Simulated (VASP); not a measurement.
The system is Al.

```
CELL_PARAMETERS angstrom
0.00000 2.02481 2.02481
2.02481 0.00000 2.02481
2.02481 2.02481 0.00000
ATOMIC_POSITIONS crystal
Al 0.00000 0.00000 0.00000
```

* Program: VASP 6.6.1
* Task: relaxation of cell and atoms
* Functional: r2SCAN
* Dispersion: D3(BJ)
* Potentials or basis: VASP PAW PBE potentials, release 64 (Al)
* Cutoff: 600 eV
* k mesh: 11 × 11 × 11
* Occupations: methfessel-paxton, width 0.1 eV
* Spin: no spin polarisation

At the start: pressure -5.2 GPa; volume 16.60 Å³/atom.

Question: How do energy, volume and symmetry change on relaxing?

Answer: Over 3 steps the energy falls by 17.4 meV/atom and the volume is 15.59 Å³/atom (-6.1 %); space group Fm-3m (No. 225, to 0.05 Å).

The path:
| step | energy change (eV) | largest force (eV/Å) | pressure (GPa) | volume (Å³) |
| --- | --- | --- | --- | --- |
| 1 | 0.0000 | 0.0000 | -5.21 | 16.60 |
| 2 | -0.0162 | 0.0000 | 1.66 | 15.34 |
| 3 | -0.0174 | 0.0000 | 0.03 | 15.59 |

Final structure:
```xyz
1
Lattice="0.0000 1.9829 1.9829 1.9829 0.0000 1.9829 1.9829 1.9829 0.0000" Properties=species:S:1:pos:R:3 pbc="T T T"
Al    0.0000    0.0000    0.0000
```

The cell as given is a measured one (16.60 Å³/atom); r2SCAN+D3(BJ) puts the equilibrium volume -6.1 % from it, thermal expansion not counted.

Caveat: the PAW data sets were made with another functional, which shifts forces and pressure a little; pairwise dispersion overbinds metals, which lowers pressure and volume.
